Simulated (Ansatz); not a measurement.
Property card for Fe₄Pt

All numbers below come from DFT PBE, scalar-relativistic, plane waves, PAW in Ansatz 0.2.0.

Cutoff 420 eV; k points 14×14×14 on the computed 5-atom cell (Γ-centred); Gaussian smearing, width 0.10 eV; collinear spin from starting moments 3.0 3.0 3.0 3.0 0.6 μB.

The structure is relaxed at this level of theory with its symmetry kept, and needn't be the ground state of this composition.

```cif
data_structure
_symmetry_space_group_name_H-M 'P 1'
_symmetry_Int_Tables_number 1
_cell_length_a 4.8944
_cell_length_b 4.8944
_cell_length_c 4.8944
_cell_angle_alpha 95.073
_cell_angle_beta 95.073
_cell_angle_gamma 145.403
_cell_volume 63.56
loop_
_atom_site_label
_atom_site_type_symbol
_atom_site_fract_x
_atom_site_fract_y
_atom_site_fract_z
_atom_site_occupancy
Fe1 Fe 0.31187 0.89316 0.20503 1
Fe2 Fe 0.68813 0.10684 0.79497 1
Fe3 Fe 0.89316 0.68813 0.58129 1
Fe4 Fe 0.10684 0.31187 0.41871 1
Pt1 Pt 0.50000 0.50000 0.00000 1
```

| Quantity | Value |
| --- | --- |
| Space group | I4/m (No. 87) |
| Volume per atom | 12.71 Å³ |
| Formation energy from the elements' standard states (uncorrected) | -0.078 eV/atom |
| Kohn–Sham band gap | none (metal) |
| Density of states at the Fermi level | 3.4 states/eV per cell |
| Orbital (Löwdin) character within 0.5 eV of the Fermi level | Fe 3d 76 %, Pt 5d 12 %, unprojected 5 % |
| Bulk modulus | 185 GPa |
| Its pressure derivative | 4.4 |
| Bader charge by site (e) | Fe (4 in the cell) 0.23, Pt (1 in the cell) -0.91 |
| Total moment | 11.22 μB per cell |
| Moment by site (μB) | Fe1 2.71, Fe2 2.71, Fe3 2.71, Fe4 2.71, Pt5 0.51 |

Spin-orbit coupling is left out, which matters for the bands of heavy elements.

Only this magnetic start was tried.

The cell was found from a structure generator's guess, not taken from experiment. Löwdin shares on free-atom orbitals overweight diffuse shells.
